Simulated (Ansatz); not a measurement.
# Al2Pt under changes of volume

One of the cells (17.202 Å³/atom); the others are scaled copies at fixed shape and fractional positions:

```
Pt Al
1.0
     0.00000    2.95500    2.95500
     2.95500    0.00000    2.95500
     2.95500    2.95500    0.00000
Pt Al
1 2
Direct
  0.00000 0.00000 0.00000
  0.75000 0.75000 0.75000
  0.25000 0.25000 0.25000
```

| Property | Result |
| --- | --- |
| Program | Ansatz 0.2.0 |
| Functional | PBEsol |
| Potentials or basis | all-electron LAPW, scalar-relativistic |
| Cutoff | 257 eV (chosen from the basis error) |
| Basis error allowed | 0.001 eV/atom |
| k mesh | 8 × 8 × 8 |
| Occupations | fermi-dirac, width 0.05 eV |
| Spin | no spin polarisation |

```csv
volume (Å³/atom),energy over the lowest point (meV/atom),pressure (GPa)
16.170,22.87,8.6
16.514,8.32,5.1
16.858,0.94,1.9
17.202,0.00,-0.9
17.546,?,?
17.890,14.81,-5.7
18.234,29.43,-7.8
```

**Question.** What does the run at 17.546 Å³/atom give?

**Answer.** Energy over the lowest point 4.82 meV/atom; pressure -3.5 GPa.

Worked out: A Birch-Murnaghan fit of order 3 (a polynomial in V^(-2/3)) to the other rows has its minimum at 17.08 Å³/atom with B0 = V·E''(V) = 138 GPa and B' = 4.4. It gives 4.82 meV/atom at 17.546 Å³/atom, against the run's 4.82, and -dE/dV = -3.5 GPa, against -3.5.

Energies are extrapolated to zero smearing.
